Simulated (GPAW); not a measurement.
Set up this calculation in GPAW 26.7.0, as an ASE script.

- Task: relaxation of cell and atoms
- Functional: BLYP
- Potentials or basis: PAW data sets generated in the run's folder for this functional
- Cutoff: 800 eV
- Basis: pw
- k mesh: 13 × 13 × 13
- Occupations: fermi-dirac, width 0.05 eV
- Spin: no spin polarisation
- Eigensolver: davidson
- Maxiter: 150
- Optimizer: BFGS
- Fmax: 0.02 eV/Å
- Max steps: 60
- Convergence: density=1e-05 forces=0.0001

The structure of BN lies in POSCAR:

```
BN
1.0
    0.0000000000      1.8130010000      1.8130010000
    1.8130010000      0.0000000000      1.8130010000
    1.8130010000      1.8130010000      0.0000000000
N B
1 1
Direct
    0.2500000000      0.2500000000      0.2500000000
    0.0000000000      0.0000000000      0.0000000000
```

The cell is a database's computed one.

The input as run:

run.py

```python
from ase.filters import FrechetCellFilter
from ase.io import read, write
from ase.optimize import BFGS
from gpaw import GPAW, PW, setup_paths

setup_paths.insert(0, '.')

atoms = read('POSCAR')

calc = GPAW(mode=PW(800),
            xc='BLYP',
            kpts={'size': (13, 13, 13), 'gamma': True},
            occupations={'name': 'fermi-dirac', 'width': 0.05},
            nbands=11,
            convergence={'density': 1e-05, 'forces': 0.0001},
            eigensolver='davidson',
            maxiter=150,
            txt='gpaw.txt')
atoms.calc = calc
opt = BFGS(FrechetCellFilter(atoms), trajectory='relax.traj', logfile='-')
done = opt.run(fmax=0.02, steps=60)
calc.write('gs.gpw')
write('result.traj', atoms)
print('Converged:', done)
print('Cell:', atoms.cell.cellpar().round(4))
print('Volume:', round(atoms.get_volume(), 4))
print(atoms.get_scaled_positions().round(5))
```

Potentials or basis: PAW data sets generated in the run's folder for this functional, pw.

Launch:

```sh
$ gpaw-setup -f BLYP B N
$ OMP_NUM_THREADS=1 python run.py
```

It gave:

```yaml
Relaxed_volume: 6.04 Å³/atom
Relaxed_cell: a = 2.576 Å, b = 2.576 Å, c = 2.576 Å, α = 60.00°, β = 60.00°, γ = 60.00°
Space_group_after_relaxing_to_0.05_Å: F-43m (No. 216)
Energy_gained_by_relaxing: 2.1 meV/atom
Ionic_steps: 3
Pressure_after_relaxing: 0.1 GPa
Band_gap_on_the_k_mesh: 4.91 eV, indirect (least direct gap 8.81 eV)
```

Caveat: later steps reuse the first step's grids; an odd mesh through Γ misses points on the zone boundary, where band edges often lie.

Wall time 29 s on 1 thread of Arm Neoverse V2, with other jobs on the host, peak memory 0.17 GiB.
